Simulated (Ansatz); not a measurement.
# NbC (Fm-3m): exact exchange against the cheap answer

How far do hybrid functionals move NbC (Fm-3m) from its cheap description, and at what price?

Program: Ansatz 0.2.0. Level of theory: DFT at several levels, plane waves, PAW. These are calculated values, not measurements.

1 further run of the same task is left out (it didn't finish). Runs told in other sessions of the task aren't counted.

**1. The structure to begin with**

It takes space group Fm-3m (No. 225, cubic). The conventional cell has a = 4.400 Å, b = 4.400 Å, c = 4.400 Å, α = 90.00°, β = 90.00°, γ = 90.00°. Around Nb (site symmetry m-3m) lie 6 C at 2.20 Å. C (site symmetry m-3m) is surrounded by 6 Nb at 2.20 Å.

Coordinates:

```
CELL_PARAMETERS angstrom
0.00000 2.20000 2.20000
2.20000 0.00000 2.20000
2.20000 2.20000 0.00000
ATOMIC_POSITIONS crystal
Nb 0.00000 0.00000 0.00000
C 0.50000 0.50000 0.50000
```

At PBE, an earlier run found 19.36 GPa for this cell of 10.648 Å³/atom (10×10×10 mesh), a metal on this mesh. The cell is compressed at this level.

The cell stays fixed from here on.

Levels to run, all on a 8×8×8 mesh: PBE; HSE06 form (fraction 0.5); r²SCAN0 form (fraction 0.15); PBE0 form (fraction 0.2). Hardware: 4 threads of Arm Neoverse V1, shared host.

**2. PBE**

Input file input.yaml:

```yaml
crystal:
  lattice:
    - [0.0, 2.2, 2.2]
    - [2.2, 0.0, 2.2]
    - [2.2, 2.2, 0.0]
  atoms:
    - { symbol: Nb, position: [0.0, 0.0, 0.0] }
    - { symbol: C, position: [0.5, 0.5, 0.5] }
basis:
  ecutwfc: 420
  ecutrho_ratio: 4
kpoints:
  mp_grid: { grid: [8, 8, 8] }
hamiltonian:
  xc: pbe
scf:
  occupations: { method: gaussian, width: 0.05 }
output:
  forces: true
  stress: true
  eigenvalues: true
  populations: true
  write_density: true
  write_potential: true
  elf: true
  volumetric_format: npy
```

Launch:

```bash
> ansatz run input.yaml --threads 4 --pin off --max-ram 8192MiB --backend cpu --events-out ev --progress --plain --runs-dir out
```

The runs that follow: HSE06 form (fraction 0.5); r²SCAN0 form (fraction 0.15); PBE0 form (fraction 0.2).

**Question.** What will these runs give? Wanted: for each run, exact exchange; change of gap; pressure.

**Answer**, as computed:

| level | exact exchange | gap on the mesh (eV) | change of gap (eV) | pressure (GPa) | wall time | CPU time |
| --- | --- | --- | --- | --- | --- | --- |
| PBE | 0.00 | metal | 0 | 19.5 | 0.48 s | 1.3 s |
| HSE06 form (fraction 0.5) | 0.50 | metal | 0 | 6.5 | 15 s | 50 s |
| r²SCAN0 form (fraction 0.15) | 0.15 | metal | 0 | 15.6 | 14 s | 49 s |
| PBE0 form (fraction 0.2) | 0.20 | metal | 0 | 14.0 | 13 s | 46 s |

Changes count from PBE. Times are on 4 threads of Arm Neoverse V1, shared host; the hybrid runs also made densities of states.

Every hybrid shown leaves the cell metallic on this mesh. The pressure spans 6.5 to 19.5 GPa, negative where a level wants a smaller cell on this coarse mesh, whose own error is in all of them. «metal» means no gap on the mesh; bands that overlap can still move apart without opening one. The median run with exact exchange took 38 times the CPU time of the cheap one. The cutoffs differ: 500 eV for r²SCAN0 form (fraction 0.15), 420 eV otherwise. Gaps are over this coarse mesh alone, and total energies of different levels can't be compared. The program warned that the SCF threshold is loose for the stress of this hybrid run. For a metal under a hybrid functional this mesh is coarse.
